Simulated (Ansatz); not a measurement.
**WSi2: strain energy, fitted**

WSi2, I4/mmm, a = 3.202 Å, c = 7.816 Å. Ansatz: PBEsol, PAW, 420 eV, Γ-centred 12×12×6 mesh on 6 atoms, Gaussian smearing 0.10 eV; no spin polarisation. Series: biaxial strain in the a-b plane, c and atoms relaxed; x is the strain in per cent. y is the free energy over the unstrained cell, V0 = 13.360 Å³/atom.

| x (%) | y (meV/atom) |
| --- | --- |
| -4.5 | 98.55 |
| -3.0 | 42.42 |
| -1.5 | ? |
| 0.0 | 0.00 |
| 1.5 | 9.64 |
| 3.0 | 37.20 |
| 4.5 | 80.78 |

Fit y = c2 x² + c3 x³ to the other rows, turn c2 into a modulus, and predict the missing energy.

Least squares on the rows shown. y = 4.4272 x² − 0.097434 x³. In eV per unit strain² c2 is 44.27; M is the biaxial modulus (E = M V0 ε²): 44.27 × 160.2 / (13.360) = 531 GPa. At x = -1.5 the fit asked for gives 10.29 meV/atom. The run gave 10.23 meV/atom, so the fit is 0.06 meV/atom too high, a small miss on the scale of the series.

Spin–orbit coupling is left out, which can shift energies with elements as heavy as these.